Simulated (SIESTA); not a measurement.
Write the native input for SIESTA 5.4.2 that does the following.

* Task: relaxation of cell and atoms
* Functional: PBEsol
* Potentials or basis: PseudoDojo 0.4 standard (PBEsol files)
* Basis: DZP (energy shift 0.003 Ry; two zetas on semicore shells)
* Grid cutoff: 800 Ry
* Energy shift: 0.003 Ry
* k mesh: 8 × 8 × 4
* Occupations: fermi-dirac, width 0.05 eV
* Spin: no spin polarisation
* optimiser: CG
* force tolerance: 0.02 eV/Å

The system is Rh.

```
Rh
1.0
     2.73098    0.00000    0.00000
    -1.36549    2.36510    0.00000
     0.00000    0.00000    4.42849
Rh
2
Direct
  0.33333 0.66667 0.25000
  0.66667 0.33333 0.75000
```

This isn't the form of Rh at room conditions, which is fcc.

These files were run (other wordings do the same):

Rh.fdf

```
SystemName                      Rh
SystemLabel                     Rh
NumberOfSpecies                 1
NumberOfAtoms                   2
%block ChemicalSpeciesLabel
  1  45 Rh
%endblock ChemicalSpeciesLabel

LatticeConstant                 1.0 Ang
%block LatticeVectors
     2.7309790422     0.0000000000     0.0000000000
    -1.3654895211     2.3650972278     0.0000000000
     0.0000000000     0.0000000000     4.4284890000
%endblock LatticeVectors
AtomicCoordinatesFormat         Fractional
%block AtomicCoordinatesAndAtomicSpecies
     0.3333333333     0.6666666667     0.2500000000  1  Rh
     0.6666666667     0.3333333333     0.7500000000  1  Rh
%endblock AtomicCoordinatesAndAtomicSpecies

%block kgrid.MonkhorstPack
    8   0   0  0.0
    0   8   0  0.0
    0   0   4  0.0
%endblock kgrid.MonkhorstPack
XC.Functional                   GGA
XC.Authors                      PBEsol
PAO.BasisSize                   DZP
PAO.EnergyShift                 0.003 Ry
Mesh.Cutoff                     800 Ry
OccupationFunction              FD
ElectronicTemperature           0.05 eV
MaxSCFIterations                120
SCF.MustConverge                false
SCF.Mixer.Method                Pulay
SCF.Mixer.Weight                0.25
SCF.Mixer.History               8
SCF.DM.Tolerance                5.0e-05
SCF.H.Tolerance                 1.0e-03 eV
WriteForces                     true
Charge.Mulliken                 end
MD.TypeOfRun                    CG
MD.Steps                        40
MD.MaxForceTol                  0.02 eV/Ang
MD.MaxDispl                     0.1 Ang
WriteCoorStep                   true
AtomCoorFormatOut               Fractional
MD.VariableCell                 true
MD.MaxStressTol                 0.1 GPa
%block PAO.Basis
  Rh 5
  n=4 0 2
    2.902 0.000
  n=5 0 2
    8.361 0.000
  n=4 1 2
    3.313 0.000
  n=5 1 1
    8.361
  n=4 2 2
    5.613 0.000
%endblock PAO.Basis
```

Potentials or basis: PseudoDojo 0.4 standard (PBEsol files), DZP (energy shift 0.003 Ry; two zetas on semicore shells).

Run with:

```bash
$ siesta < Rh.fdf > Rh.out 2>&1
```

Results of the run:

```json
{
  "Relaxed volume": "13.76 Å³/atom",
  "Relaxed cell": "a = 2.705 Å, b = 2.705 Å, c = 4.343 Å, α = 90.00°, β = 90.00°, γ = 120.00°",
  "Space group after relaxing (to 0.05 Å)": "P6_3/mmc (No. 194)",
  "Energy gained by relaxing": "19.6 meV/atom",
  "Ionic steps": "8",
  "Pressure after relaxing": "0.0 GPa",
  "Band gap on the k mesh": "none (metal or under the smearing width)"
}
```

Caveat: the basis of atomic orbitals isn't converged, which shifts pressures, moduli and gaps.

It took 6.1 min on 1 thread of Arm Neoverse V1 (shared host), peak memory 0.38 GiB.
